Q: I need the deformation potential of MoS₂, the change of its band gap per unit change of ln V, where V is the volume. I have a series of cells at nine volumes, so I could take the slope and be done.

MoS₂ (space group R3m, 3 atoms per primitive cell) with all lengths scaled uniformly and no relaxation, computed with Ansatz 0.2.0 using all-electron LAPW and the PBE functional, scalar-relativistic and without spin polarization. The k mesh is 13×13×13, with Fermi–Dirac smearing of 0.05 eV; c/a refers to the conventional hexagonal cell.

```csv
volume (Å³/atom),c/a,shortest distance (Å),band gap (eV),smallest direct gap on path (eV)
16.623,5.8078,2.316,0.629,1.764
16.977,5.8077,2.332,0.638,1.718
17.331,5.8077,2.348,0.646,1.674
17.508,5.8078,2.356,0.649,1.652
17.685,5.8078,2.364,0.650,1.628
17.861,5.8078,2.372,0.655,1.611
18.038,5.8078,2.380,0.657,1.590
18.392,5.8078,2.395,0.661,1.551
18.746,5.8078,2.411,0.663,1.513
```

A: Which gap would you take the slope of?

Q: The one headed "band gap". It rises with volume at every step, by 34 meV in all. But the same runs also report a gap taken only from the k-points of the regular mesh, and that one rises by just 13 meV. Between the last two cells it even drops slightly. The slopes are 0.28 and 0.11 eV. How can one calculation have two deformation potentials?

A: It has one set of bands, looked at in two ways. Compare the values before the slopes. The mesh gap is the larger in every row, by 108 meV in the smallest cell and 87 meV in the largest. The disagreement is thus about three times the rise you want to measure.

Q: Which of the two should I believe?

A: The smaller one, and for this you need no experiment. The gap is the lowest empty level minus the highest filled level, over all k-points. If you leave k-points out, you may miss the top of the filled band or the bottom of the empty one, and either miss makes the gap look larger. A sampled gap is therefore an upper bound to the gap of that calculation, and the lower of two bounds lies nearer the truth.

Q: Then the tabulated gap is only a bound as well.

A: Yes. It has come closer to the band edges than the mesh did, probably on the path through the zone that the last column of the table names. That does not prove it has found the very edges.

Q: I would have called 13 points along each direction a dense mesh.

A: For the total energy it probably is, though the series has no second mesh to test that. The energy is an average over all the filled bands together. As long as a gap separates them from the empty ones, their sum varies smoothly and periodically with k, and for such functions a regular mesh converges fast. The gap is not an average. It hangs on two single points, and a mesh that serves the average well can step over both.

Q: Does the number 13 itself matter?

A: It can. The mesh coordinates are multiples of 1/13, and 13 is divisible by neither 2 nor 3. The mesh therefore misses the zone-boundary points at 1/2 and the corner points of the layer's zone, called K, at 1/3. A mesh of 12 centred on Γ, the zone centre, would hit both with fewer points. The positions of the two band edges are not listed for these runs, but the Fermi level hints at them. At 16.977 Å³/atom it lies 0.296 eV above the highest filled mesh level and 0.447 eV below the lowest empty one. With a smearing of 0.05 eV, holes and electrons balance at such an offset only if about twenty times more mesh states crowd the bottom of the empty band than the top of the filled one. That fits a valence edge at the zone boundary along the axis, which has just two mesh points next to it, and a conduction edge at K, where the band is expected to be nearly flat along the axis, so that dozens of mesh points surround it. Both special points are then missed, though this is inferred and not read off.

Q: Even so, I expected the error to cancel in a slope. If the mesh gap is always about 100 meV too large, its changes should still be right.

A: That would hold for a constant error, and this one shrinks as the cell grows. The shrinkage, 108 − 87 = 21 meV, is just the part of the rise that the mesh gap loses.

Q: Why should it shrink? The mesh is the same in every cell.

A: The mesh is the same in fractions of the reciprocal vectors, and that is the key. Suppose a band keeps its shape when the crystal is scaled, and only its width W changes. If its edge also stays at the same fractional position, the nearest mesh point misses it by a fixed fraction of W. When the atoms move apart, their orbitals overlap less and the bands narrow, so the miss narrows in proportion.

Q: Can that be checked with numbers?

A: For two of the cells I have the band widths on the mesh. From volume 16.977 to 18.392 Å³/atom the highest filled band narrows to 0.86 of its width and the lowest empty band to 0.93. The excess of the mesh gap is the sum of the misses at both edges, so it should shrink by a factor between these two.

Q: The excess in the first of those cells is 104.5 meV. Multiplied by 0.86 that gives 90 meV, and by 0.93 it gives 97 meV. What did the calculation give?

A: 90 meV, at the very bottom of your range: the ratio is 0.857, against limits of 0.861 and 0.929. The direction and the rough size are right, but do not call it a match. A match would need the whole miss to sit in the filled band, whereas the larger part is expected next to K in the empty band, and that would put the estimate near the upper end. The miss follows the curvature right at the edge, and the width of the whole band is only a rough guide to that.

Q: Does the same reasoning tell me how far to trust the slope of the tabulated gap?

A: Roughly. The mesh error lost about a fifth of its size over the series. If the tabulated gap still carried an error of, say, 50 meV and it shrank likewise, about 10 meV of the rise would be hidden. The true rise would then be larger than the tabulated one, so the sign would survive. This rests on the scaling argument; only a finer search for the band edges could confirm it.

Q: Could I have noticed the trouble from the mesh gap alone? Its curve looks perfectly smooth.

A: It is the smoother of the two, so smoothness proves little. At 17.685 Å³/atom the tabulated gap lies about 2 meV below the mean of its neighbours and the smallest direct gap 3 to 4 meV below, while the mesh gap shows no such kink. This points to slightly different k-points behind the two tabulated gaps in that cell, not to a change in the bands. A mesh that misses the edges in the same way in every cell gives a smooth curve with a wrong slope. What exposes the error is a second sampling of the same bands.

Q: Might the difference come from the functional instead? PBE is known to make gaps too small.

A: It is, and spin–orbit coupling, which splits the top of the valence band at K by a tenth of an eV or two, is left out as well. Both matter when you compare a gap with a measurement. But the two gaps here share the same functional and the same missing coupling, so neither can set them apart.

Q: And the smallest direct gap? It goes the other way, and by much more.

A: It falls by 251 meV, a slope of about −2.1 eV. That is some twelve times the 21 meV by which the mesh error changed, so sampling is unlikely to threaten its sign. The usual reason for such a fall is that the levels on both sides of the gap are pushed apart by the overlap between neighbouring atoms, and stretching the crystal weakens that push.

Q: Why does the ordinary gap not fall with it?

A: Because its two edges lie at different k-points and respond differently. Stretching the layers is known to lower the gap, while moving the layers apart is known to raise the indirect one. In this series both happen at once, so a small net change is plausible. If both gaps end on the same conduction edge at K, their difference is the height of the valence maximum above the filled level at K. It falls from 1.135 to 0.850 eV, by 285 meV, which outweighs the 251 meV fall of the direct gap and leaves the rise of 34 meV. How much of either change is due to stretching and how much to the wider spacing, the table cannot say. A small remainder of two opposing effects is also just the kind of quantity that a modest sampling error can spoil.

Q: Then I take 0.28 eV from the tabulated gap and use it as the response to pressure.

A: That number is only a mean: the slope falls from about 0.4 eV over the first step to 0.1 or 0.2 eV over the last ones. Using it for pressure would be the second mistake, and a better mesh will not cure it. Look at the largest cell. What would you say its pressure is?

Q: The mean pressure is 0.14 GPa, practically zero. I took it for the equilibrium cell.

A: Now look at the directions separately, counting compression as positive. Within the layers the stress is −1.8 GPa, so the crystal is stretched there. Along the axis it is +4.0 GPa, so it is squeezed. The mean is (−1.8 − 1.8 + 4.0)/3, which is close to zero only because large terms cancel. Each sulfur atom also still feels a force of about 0.3 eV/Å.

Q: So zero mean pressure does not mean that the crystal is at rest.

A: Not in a layered crystal whose shape is held fixed. Every length in these cells is scaled by the same factor, and the shortest distance, the Mo–S bond, grows from 2.316 to 2.411 Å along with everything else. Under real pressure MoS₂ would shrink mostly in the soft space between the layers, and the stiff bonds would hardly change. Uniform scaling forces the bonds to take a full share, and nothing in these runs lets the unequal stress and the forces on the atoms relax.

Q: Is that only a matter of the scaled cells? The one at 17.685 Å³/atom was not scaled at all.

A: It is strained too. Its mean pressure is 9.3 GPa and the force on sulfur is 1.3 eV/Å. This force weakens steadily as the cells grow, which fits sulfur atoms that sit too close to the molybdenum plane from the start. A layer held too thin pushes outward along the axis, so it is expected to supply most of the axial compression as well.

Q: Does that reach the gap, or only the stress?

A: It may well reach the gap, because the band edges depend on how far the sulfur atoms sit from the molybdenum plane. Only a run with relaxed atoms would show by how much. Do not take the levels at Γ as a sign of it. The highest filled level there lies 1.3 eV below the valence maximum at 16.977 Å³/atom and 1.0 eV below it at 18.392, although the valence maximum of the two-layer form of bulk MoS₂ is known to lie at Γ. The cell here holds only one layer. A state that changes sign from each layer to the next then belongs to the zone boundary along the axis, and it moves to Γ when the cell is doubled to hold two layers. So a low level at Γ is to be expected here even without strain.

Q: What kind of run would give the response to pressure?

A: One in which the shape of the cell and the height of the sulfur atoms relax at each pressure, with the band edges searched finely in every relaxed cell. It also needs a van der Waals correction, which these runs lack. Plain PBE hardly binds the layers to each other, so their spacing would be expected to relax to far too large a value.

Q: What should I check the next time I am handed a gap against volume?

A: First, whether a second sampling of k-points gives the same change of the gap, and not merely a similar value. Then, whether the stress is equal in all directions and the forces vanish, if the slope is to be called a pressure response. This series fails the first test when the gap is read from the mesh, and it fails the second in every row. Whether the gap of MoS₂ still rises with volume once the layers may choose their own thickness and spacing is the question it leaves open.
